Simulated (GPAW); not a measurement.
Here is a GPAW 26.7.0 calculation.

File run.py:

```python
from ase import Atoms
from ase.eos import EquationOfState
from ase.io import Trajectory
from ase.units import GPa
from gpaw import GPAW, PW

atoms = Atoms(['Hf', 'N'],
              cell=[[0.0, 2.256, 2.256],
                    [2.256, 0.0, 2.256],
                    [2.256, 2.256, 0.0]],
              scaled_positions=[[0.0, 0.0, 0.0],
                                [0.5, 0.5, 0.5]],
              pbc=True)

traj = Trajectory('eos.traj', 'w')
volumes, energies = [], []
for x in [0.94, 0.96, 0.98, 1.0, 1.02, 1.04, 1.06]:
    a = atoms.copy()
    a.set_cell(atoms.cell * x**(1 / 3), scale_atoms=True)
    calc = GPAW(mode=PW(800),
                xc='MGGA_X_R2SCAN+MGGA_C_R2SCAN',
                kpts={'size': (10, 10, 10), 'gamma': True},
                occupations={'name': 'fermi-dirac', 'width': 0.05},
                nbands=19,
                convergence={'density': 1e-05, 'energy': 1e-05},
                maxiter=150,
                txt=f'eos-{x:.2f}.txt')
    a.calc = calc
    energies.append(a.get_potential_energy(force_consistent=True))
    volumes.append(a.get_volume())
    p = -a.get_stress()[:3].mean() / GPa
    calc.write(f'eos-{x:.2f}.gpw')
    traj.write(a)
    print(f'{x:.2f} {volumes[-1]:10.4f} A^3 {energies[-1]:14.6f} eV {p:9.3f} GPa', flush=True)

v0, e0, B = EquationOfState(volumes, energies, eos='birchmurnaghan').fit()
print(f'V0 = {v0:.4f} A^3, E0 = {e0:.6f} eV, B0 = {B / GPa:.2f} GPa')
```

Potentials or basis: GPAW PAW data sets (gpaw-data 1.2.1), pw.

The run is started by

```sh
$ OMP_NUM_THREADS=1 python run.py
```

(1) What does it give for the bulk modulus?

(2) Estimate the equilibrium volume.

Answers

(1) 288 GPa (rough).

(2) 11.63 Å³/atom (rough: see the caveat).

Caveat: the points scatter about the fit; the PAW data sets were made with another functional, which shifts forces and pressure a little.
